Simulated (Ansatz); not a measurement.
# W (Im-3m) in Ansatz: a series of runs, part 2 of 2

Ansatz 0.2.0. The steps go on from the part before.

## 4. Relaxation of cell and atoms, PBE, target pressure 5 GPa, at which the enthalpy is minimised

input.yaml reads:

```yaml
crystal:
  lattice:
    - [-1.582345, 1.582345, 1.582345]
    - [1.582345, -1.582345, 1.582345]
    - [1.582345, 1.582345, -1.582345]
  atoms:
    - { symbol: W, position: [0.0, 0.0, 0.0] }
hamiltonian:
  xc: pbe
  pseudopotentials: { kind: paw }
kpoints:
  mp_grid: { grid: [12, 12, 12] }
scf:
  occupations: { method: fermi_dirac, width: 0.05 }
output:
  forces: true
  stress: true
  eigenvalues: true
relax:
  f_tol: 0.01
  max_steps: 40
  cell: { stress_tol: 0.05, p_target: 5.0 }
```

Potentials or basis: Ansatz PAW.

Started as:

```console
$ ansatz run input.yaml --threads 2 --pin off --max-ram 5632MiB --backend cpu --events-out ev --progress --plain --runs-dir out
```

What it wrote:

```text
Warning: RAYON_NUM_THREADS=2 ignored (pool sized by the plan → 2); use --threads N
Engine: ansatz 0.2.0, aarch64-unknown-linux-gnu
Pseudopotentials: kind: paw
Pseudopotential: W, paw, valence charge 14, recommended cutoff 420 eV (normal), W.paw.azcp
Functional definition: PBE
  parameter kappa = 0.804
  parameter beta = 0.06672455060314922
  exchange = pbe_x(kappa = kappa, mu = beta*pi^2/3)
  correlation = pbe_c(beta = beta)
Crystal: 1 atoms, lattice volume = 15.848 Å³
Basis set: ecut = 420 eV, 321 PW (Γ), exchange–correlation on 40×40×40 points (8 copies of the dense FFT grid, shifted against one another)
Bands: 11, of which v1, the nominal top of the filled ones, is band 7 counted from 1 (6 counted from 0)
Symmetry: 48 space group operations
Space group: Im-3m (ITA 229), of the structure as read, at distance tolerance 2.5e-5 Å
k-points: 72 of 1728
Non-local potential: W, projectors of the file, l = 0: 3, l = 1: 2, l = 2: 2, l = 3: 1
PAW form: soft (Blöchl's): semilocal exchange-correlation on the pseudo side does not see the compensation charge
PAW one-centre angular grid: W, 590 points (default); XC on 64 Gauss nodes
Initial density: superposition of atomic densities (neutral atoms: chi_scale 0, normalization atom), corrected by the library's trained network
Initial wavefunctions: pseudopotential atomic-orbital guess
Functional: x = pbe(κ = 0.804, μ = 0.2195149727645171), c = pbe(β = 0.06672455060314922)
SCF iter   1: F=—  HF=-10384.820443 eV  |F-HF|=—  |Δ(HF+E_count)|=         —  Δρ=1.70e-3  dr2=1.07e-4  ethr=1.77e-3  ⟨swp⟩=5.0  Hψ=4221  notcnv=0
preconditioner: auto → none  [metal: Δε(μ)=0.044 eV  Ē_g=9.064 eV  σ=0.050 eV  W_gap=0.21  n_scr=0 (ndim 8)  ℏωp=22.8 eV  f_vac=0.000  D(μ)=0.63/eV (n_scr^D=0)]
SCF iter   2: F=—  HF=-10384.820234 eV  |F-HF|=—  |Δ(HF+E_count)|=   2.09e-4  Δρ=8.96e-4  dr2=2.99e-5  ethr=7.64e-7  ⟨swp⟩=2.3  Hψ=1829  notcnv=0
SCF iter   3: F=—  HF=-10384.820261 eV  |F-HF|=—  |Δ(HF+E_count)|=   2.73e-5  Δρ=2.35e-4  dr2=7.10e-6  ethr=2.14e-7  ⟨swp⟩=2.0  Hψ=1235  notcnv=0
SCF iter   4: F=—  HF=-10384.820259 eV  |F-HF|=—  |Δ(HF+E_count)|=   2.27e-6  Δρ=1.49e-4  dr2=2.35e-6  ethr=5.07e-8  ⟨swp⟩=1.4  Hψ=874  notcnv=0
SCF iter   5: F=—  HF=-10384.820258 eV  |F-HF|=—  |Δ(HF+E_count)|=   7.07e-7  Δρ=8.45e-5  dr2=8.75e-7  ethr=1.68e-8  ⟨swp⟩=1.0  Hψ=787  notcnv=0
SCF iter   6: F=-10384.820258 eV  HF=-10384.820258 eV  |F-HF|=3.87e-8  |Δ(HF+E_count)|=   3.79e-7  Δρ=1.93e-5  dr2=4.62e-8  ethr=7.14e-10  ⟨swp⟩=3.0  Hψ=3092  notcnv=0
SCF 1 converged in 6 iterations: F = -10384.820258 eV  dr2 = 4.62e-8
relax step   1: F+E_penalty+E_count = -10384.82025774 eV  Δ(F+E_penalty+E_count) = +0.000e0 eV  max|allowed force component| = 0.000e0 eV/Å  Δτ_max = 0.0000 Å  P = +5.834 GPa  Ω = 15.848 Å³  (6 SCF iters, dr2 threshold 1.00e-7 eV, accepted)
Crystal: 1 atoms, lattice volume = 16.004 Å³
Initial density: handed on by an earlier stage of this run
Initial wavefunctions: those handed on with the density
iter 1 solved again at ethr=2.03e-7 eV; its pass at ethr=3.10e-3 eV (dr2=2.84e-5 eV) is discarded
SCF iter   1: F=—  HF=-10384.824346 eV  |F-HF|=—  |Δ(HF+E_count)|=         —  Δρ=3.87e-4  dr2=1.04e-5  ethr=2.03e-7  ⟨swp⟩=2.0  Hψ=5473  notcnv=0
preconditioner: auto → none  [metal: Δε(μ)=0.044 eV  Ē_g=8.973 eV  σ=0.050 eV  W_gap=0.22  n_scr=0 (ndim 8)  ℏωp=22.7 eV  f_vac=0.000  D(μ)=0.60/eV (n_scr^D=0)]
SCF iter   2: F=—  HF=-10384.824345 eV  |F-HF|=—  |Δ(HF+E_count)|=   4.64e-7  Δρ=1.69e-4  dr2=1.10e-6  ethr=7.42e-8  ⟨swp⟩=2.8  Hψ=1317  notcnv=0
SCF iter   3: F=-10384.824347 eV  HF=-10384.824347 eV  |F-HF|=9.54e-8  |Δ(HF+E_count)|=   1.29e-6  Δρ=4.61e-5  dr2=8.22e-8  ethr=7.14e-10  ⟨swp⟩=3.3  Hψ=2962  notcnv=0
SCF 2 converged in 3 iterations: F = -10384.824347 eV  dr2 = 8.22e-8
relax step   2: F+E_penalty+E_count = -10384.82434673 eV  Δ(F+E_penalty+E_count) = -4.089e-3 eV  max|allowed force component| = 0.000e0 eV/Å  Δτ_max = 0.0000 Å  P = +2.721 GPa  Ω = 16.004 Å³  energy of the carried Pulay correction = -7.492e-5 eV  (3 SCF iters, dr2 threshold 1.00e-7 eV, rejected (line search))
Crystal: 1 atoms, lattice volume = 15.889 Å³
iter 1 solved again at ethr=8.67e-8 eV; its pass at ethr=3.10e-3 eV (dr2=1.21e-5 eV) is discarded
SCF iter   1: F=—  HF=-10384.821643 eV  |F-HF|=—  |Δ(HF+E_count)|=         —  Δρ=2.35e-4  dr2=3.94e-6  ethr=8.67e-8  ⟨swp⟩=2.4  Hψ=5361  notcnv=0
preconditioner: auto → none  [metal: Δε(μ)=0.045 eV  Ē_g=9.040 eV  σ=0.050 eV  W_gap=0.22  n_scr=0 (ndim 8)  ℏωp=22.8 eV  f_vac=0.000  D(μ)=0.63/eV (n_scr^D=0)]
SCF iter   2: F=—  HF=-10384.821641 eV  |F-HF|=—  |Δ(HF+E_count)|=   1.82e-6  Δρ=1.01e-4  dr2=3.83e-7  ethr=2.81e-8  ⟨swp⟩=2.9  Hψ=1319  notcnv=0
SCF iter   3: F=—  HF=-10384.821643 eV  |F-HF|=—  |Δ(HF+E_count)|=   1.86e-6  Δρ=2.81e-5  dr2=2.94e-8  ethr=2.74e-9  ⟨swp⟩=1.7  Hψ=1041  notcnv=0
SCF iter   4: F=—  HF=-10384.821643 eV  |F-HF|=—  |Δ(HF+E_count)|=   3.75e-8  Δρ=9.99e-7  dr2=3.77e-11  ethr=2.10e-10  ⟨swp⟩=2.4  Hψ=1013  notcnv=0
SCF iter   5: F=-10384.821643 eV  HF=-10384.821643 eV  |F-HF|=1.82e-12  |Δ(HF+E_count)|=    0.00e0  Δρ=5.65e-8  dr2=2.69e-13  ethr=1.00e-12  ⟨swp⟩=5.9  Hψ=2984  notcnv=0
SCF 3 converged in 5 iterations: F = -10384.821643 eV  dr2 = 2.69e-13
relax step   3: F+E_penalty+E_count = -10384.82164323 eV  Δ(F+E_penalty+E_count) = -1.385e-3 eV  max|allowed force component| = 0.000e0 eV/Å  Δτ_max = 0.0000 Å  P = +4.991 GPa  Ω = 15.889 Å³  energy of the carried Pulay correction = -2.000e-5 eV  (5 SCF iters, accepted)
Initial wavefunctions: pseudopotential atomic-orbital guess (no wavefunctions were taken with the density)
iter 1 solved again at ethr=4.12e-8 eV; its pass at ethr=3.10e-3 eV (dr2=5.77e-6 eV) is discarded
SCF iter   1: F=—  HF=-10384.821664 eV  |F-HF|=—  |Δ(HF+E_count)|=         —  Δρ=6.82e-6  dr2=1.03e-9  ethr=4.12e-8  ⟨swp⟩=3.0  Hψ=6482  notcnv=0
preconditioner: auto → none  [metal: Δε(μ)=0.045 eV  Ē_g=9.041 eV  σ=0.050 eV  W_gap=0.22  n_scr=0 (ndim 8)  ℏωp=22.8 eV  f_vac=0.000  D(μ)=0.63/eV (n_scr^D=0)]
SCF iter   2: F=—  HF=-10384.821661 eV  |F-HF|=—  |Δ(HF+E_count)|=   2.94e-6  Δρ=3.47e-6  dr2=2.57e-10  ethr=7.33e-12  ⟨swp⟩=3.0  Hψ=1418  notcnv=0
SCF iter   3: F=—  HF=-10384.821661 eV  |F-HF|=—  |Δ(HF+E_count)|=  9.64e-11  Δρ=3.42e-7  dr2=1.07e-11  ethr=1.84e-12  ⟨swp⟩=2.6  Hψ=1331  notcnv=0
SCF iter   4: F=-10384.821661 eV  HF=-10384.821661 eV  |F-HF|=1.82e-12  |Δ(HF+E_count)|=  1.09e-11  Δρ=1.72e-7  dr2=1.68e-12  ethr=1.00e-12  ⟨swp⟩=5.5  Hψ=3046  notcnv=0
SCF 4 converged in 4 iterations: F = -10384.821661 eV  dr2 = 1.68e-12
relax step   4: F+E_penalty+E_count = -10384.82166069 eV  Δ(F+E_penalty+E_count) = -1.746e-5 eV  max|allowed force component| = 0.000e0 eV/Å  Δτ_max = 0.0000 Å  P = +4.990 GPa  Ω = 15.889 Å³  stress off target by 9.56e-3 GPa  SCF on the basis re-selected at this cell (its energy is not comparable with the rows above)  (4 SCF iters)
basis re-selected at this cell: Δ(F+E_penalty+E_count) = -1.746e-5 eV, ΔP = -0.000 GPa vs the last step (what re-selecting the basis moved, of the pressure what is left beyond the Pulay correction that the steps carried, after the strain that the cell walked since its last selection, with what the two solves' SCF thresholds leave and, on support functions, any second-order correction that the steps lacked; it is no measure of the basis error at this ecutwfc). This SCF's stress stands 9.56e-3 GPa from its target on what of the cell is left free (relax.cell.stress_tol is 5.00e-2 GPa) and its largest allowed force component is 0.00e0 eV/Å (relax.f_tol is 1.00e-2 eV/Å): within both
SCF converged after 4 iterations
Free energy (F): -10384.821661 eV
Harris-Foulkes:  -10384.821661 eV  (|F-HF|=1.82e-12)
Internal energy: -10384.816811 eV  (E = F + TS)
E sigma→0 (E₀):  -10384.819236 eV
Entropy (-TS):   -0.004850 eV (-4.850 meV/atom)
Fermi energy:    22.472981 eV
--- Per-component energies (eV) ---
  E_band       = -82.221932
  E_kinetic    = 450.283183
  E_local      = -600.117523  (includes V_loc(G=0)·N_el)
  E_nonlocal   = 0.298984
  E_hartree    = 215.625393
  E_xc         = -267.108200
  E_vxc        = -239.009611  (∫ρ·V_xc dr)
  E_paw        = -8562.447915  (= ΣΔE_a)
  E_vpaw       = -124.927701  (= ΣTr[D̂ρ^β])
  E_aug_tail   = -0.000058  (compensation charges beyond the density's cutoff)
  E_ewald      = -1621.350675
  E_smearing   = -0.004850  (= −TS)
  E_closure    = -0.000000  (closes the sum)
  Σ components = -10384.821661   (vs F -10384.821661, Δ=0.00e0)
--- Forces (eV/Å), atoms counted from 1 ---
  atom   1  W     -0.00000000     0.00000000     0.00000000
  max |Σ_I F_I| component: 3.29e-32 eV/Å
--- Stress (GPa, compression-positive) ---
        4.990436       0.000000       0.000000
        0.000000       4.990436       0.000000
       -0.000000       0.000000       4.990436
  P = ⅓ Tr σ = 4.9904 GPa (49.904 kbar)
--- Band table (eV; the first three rows and the last of 72) ---
  k-point 0: bands = ["-51.5512", "-15.1540", "-15.1540", "-15.1540", "12.9451", "21.3259", "21.3259", "21.3259", "24.8055", "24.8055", "37.0681"]
  k-point 1: bands = ["-51.5424", "-15.2467", "-15.1830", "-15.1545", "13.2779", "21.1265", "21.2751", "21.6501", "24.5061", "24.8103", "37.3407"]
  k-point 2: bands = ["-51.5181", "-15.4942", "-15.2612", "-15.1557", "14.1878", "20.6250", "21.0249", "22.5981", "24.1113", "24.8563", "37.7965"]
  k-point 71: bands = ["-51.3183", "-16.0516", "-16.0516", "-16.0516", "16.7414", "16.7414", "27.7021", "27.7021", "27.7021", "30.7884", "30.7884"]
--- Relaxed structure (3 steps of the walk, 2 accepted, 1 SCFs on fresh bases) ---
  F+E_penalty+E_count = -10384.82166069 eV   max|allowed force component| = 0.000e0 eV/Å   (the final SCF, on the basis selected at the relaxed cell)
  cell:  # Å, volume = 15.8892 Å³
    - [-1.5837288892319858, 1.5837288892319858, 1.5837288892319858]
    - [1.5837288892319858, -1.5837288892319858, 1.5837288892319858]
    - [1.5837288892319858, 1.5837288892319858, -1.5837288892319858]
  atoms:
    - { symbol: W, position: [0.0, 0.0, 0.0] }
```

Wall time 2.2 s (2 threads of Arm Neoverse V1, shared host); peak memory 0.27 GiB.

What came out:

* Free energy: -10384.8217 eV
* Relaxed volume: 15.89 Å³/atom
* Relaxed cell: a = 2.743 Å, b = 2.743 Å, c = 2.743 Å, α = 109.47°, β = 109.47°, γ = 109.47°
* Space group after relaxing (to 0.05 Å): Im-3m (No. 229)
* Energy change on relaxing (the enthalpy is what falls): -1.4 meV/atom
* Ionic steps: 3
* Pressure after relaxing: 5.0 GPa
* Band gap on the k mesh: none (metal or under the smearing width)

The path:
| step | energy change (eV) | largest force (eV/Å) | volume (Å³) |
| --- | --- | --- | --- |
| 1 | 0.0000 | 0.0000 | 15.85 |
| 2 | -0.0014 | 0.0000 | 15.89 |
| 3 | -0.0014 | 0.0000 | 15.89 |

Final structure:
```xyz
1
Lattice="-1.5837 1.5837 1.5837 1.5837 -1.5837 1.5837 1.5837 1.5837 -1.5837" Properties=species:S:1:pos:R:3 pbc="T T T"
W     0.0000    0.0000    0.0000
```

Caveat: the plane-wave basis is chosen anew once the cell has moved, so the energies of steps on either side of that aren't comparable. Spin-orbit coupling is left out, which matters for the levels of W.

## 5. Summary

| cell | target pressure (GPa) | gap on the mesh (eV) | pressure (GPa) |
| --- | --- | --- | --- |
| relaxed | 0 | none | 0.0 |
| relaxed to 2 GPa | 2 | none | 2.0 |
| relaxed to 5 GPa | 5 | none | 5.0 |

Alike in all rows: task relaxation of cell and atoms; level PBE; potentials or basis Ansatz PAW; no spin polarisation; k mesh 12 × 12 × 12; cutoff (eV) 420; smearing fermi-dirac 0.05 eV.

Caveats: the plane-wave basis is chosen anew once the cell has moved, so the energies of steps on either side of that aren't comparable.

Total energies depend on the potentials used, so only differences within one code and one set of settings carry meaning.
